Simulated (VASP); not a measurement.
A run of VASP 6.6.1:

The input INCAR:

```
ALGO = Fast ; EDIFF = 1E-6
ENCUT = 520 ; GGA = PE
ISIF = 2 ; ISMEAR = -1
LASPH = T ; LCHARG = T
LELF = T ; LREAL = Auto
LVHAR = T ; LWAVE = F
NBANDS = 110 ; NELECT = 184.0
NELM = 100 ; PREC = Accurate
SIGMA = 0.01
```

File KPOINTS:

```
k-points
0
Gamma
  3 3 3
```

Contents of POSCAR:

```
Zr8O15
1.0
   -0.8477618041      5.2023000000      5.2551587544
    4.3009381959      0.0000000000      5.2551587544
    5.1487000000      5.2023000000      0.0000000000
Zr O
8 15
Direct
    0.9668865536      0.2271489272      0.0597963784
    0.4852677772      0.7277859651      0.5476586607
    0.0512507586      0.2373016666      0.4874807532
    0.5699535710      0.7225804170      0.9829619240
    0.5021299199      0.2811816031      0.4593074026
    0.0154021909      0.7796156706      0.9435275123
    0.4618794915      0.2754999714      0.0141831421
    0.9462733171      0.7660982251      0.5075661272
    0.3922651766      0.0908587426      0.3631710693
    0.8892938614      0.5888827200      0.8661418378
    0.8579499512      0.1588143851      0.3918345200
    0.3677580827      0.6597241870      0.8937601053
    0.1368520529      0.3662602245      0.1129235598
    0.6036612718      0.9136626023      0.6435597122
    0.6425550601      0.3458210497      0.1115098561
    0.1308084098      0.8446550993      0.6149137372
    0.8078390949      0.5646983861      0.4835123808
    0.0023656618      0.1336057224      0.8113974872
    0.4887433572      0.6464555819      0.3039676785
    0.1845667498      0.4461564198      0.4976357132
    0.6783805278      0.9527390642      0.9926691251
    0.4768316233      0.3645246747      0.7049287802
    1.0368855389      0.8638286945      0.1782925366
```

Potentials or basis: VASP PAW PBE potentials, release 64 (Zr_sv, O).

The run is started by

```console
$ cat potpaw_PBE.64/Zr_sv/POTCAR potpaw_PBE.64/O/POTCAR > POTCAR
$ mpirun -np 1 vasp_std > vasp.out
```

Hardware: 1 thread of Intel(R) Xeon(R) 6975P-C (Granite Rapids), with other jobs on the host.

Problem. Estimate the wall time of this run.

Solution. Run time: 32 min on 1 thread of Intel(R) Xeon(R) 6975P-C (Granite Rapids), on a shared host, peak memory 0.56 GiB. Counts: scf iterations 31, k points 14.
